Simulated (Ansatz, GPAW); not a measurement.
Given: the input of a run of Ansatz 0.2.0 on GaSb. 

input.yaml

```yaml
crystal:
  lattice:
    - [0.0, 3.059, 3.059]
    - [3.059, 0.0, 3.059]
    - [3.059, 3.059, 0.0]
  atoms:
    - { symbol: Sb, position: [0.75, 0.75, 0.75] }
    - { symbol: Ga, position: [0.0, 0.0, 0.0] }
kpoints:
  mp_grid: { grid: [8, 8, 8] }
scf:
  occupations: { method: gaussian, width: 0.018 }
hamiltonian:
  xc: pbe
  pseudopotentials: { kind: all_electron, lapw: { basis_error: 0.001 } }
output:
  forces: true
  stress: true
  eigenvalues: true
```

Potentials or basis: all-electron LAPW, scalar-relativistic.

Command:

```bash
$ ansatz run input.yaml --threads 1 --pin off --max-ram 3072MiB --backend cpu --events-out ev --progress --plain --runs-dir out
```

Problem. Translate it to GPAW 26.7.0 (ASE script). Potentials or basis there: GPAW PAW data sets (gpaw-data 1.2.1), cutoff 600 eV.

Solution. As run (cutoffs and basis follow the program's own potentials, and thresholds, step limits or extra output files can differ):

run.py

```python
from ase.dft.bandgap import bandgap
from ase.io import read, write
from ase.units import GPa
from gpaw import GPAW, PW

atoms = read('GaSb.xyz')

calc = GPAW(mode=PW(600),
            xc='PBE',
            kpts={'size': (8, 8, 8), 'gamma': True},
            occupations={'name': 'methfessel-paxton', 'order': 0, 'width': 0.018000000000000002},
            nbands=18,
            convergence={'density': 1e-05, 'energy': 1e-05},
            maxiter=150,
            txt='gpaw.txt')
atoms.calc = calc
energy = atoms.get_potential_energy()
forces = atoms.get_forces()
stress = atoms.get_stress()
calc.write('gs.gpw')
write('result.traj', atoms)
print(f'Energy: {energy:.6f} eV')
print('Forces (eV/A):')
print(forces.round(4))
print('Stress (GPa):', (stress / GPa).round(3))
print('Fermi level:', round(calc.get_fermi_level(), 4), 'eV')
print(f'Gap: {bandgap(calc)[0]:.4f} eV, direct: {bandgap(calc, direct=True)[0]:.4f} eV')
```

File GaSb.xyz:

```xyz
2
Lattice="0.0000000000 3.0590000000 3.0590000000 3.0590000000 0.0000000000 3.0590000000 3.0590000000 3.0590000000 0.0000000000" Properties=species:S:1:pos:R:3 pbc="T T T"
Sb     4.5885000000      4.5885000000      4.5885000000
Ga     0.0000000000      0.0000000000      0.0000000000
```

Potentials or basis: GPAW PAW data sets (gpaw-data 1.2.1), pw.

The run is started by

```bash
$ OMP_NUM_THREADS=1 python run.py
```

Both were run:

|  | Ansatz | GPAW |
| --- | --- | --- |
| Pressure | 2.3 GPa | 2.3 GPa |

Where Ansatz's input types no cutoff or centring, it takes its own default and a Γ-centred mesh.

Pressure is positive in compression.
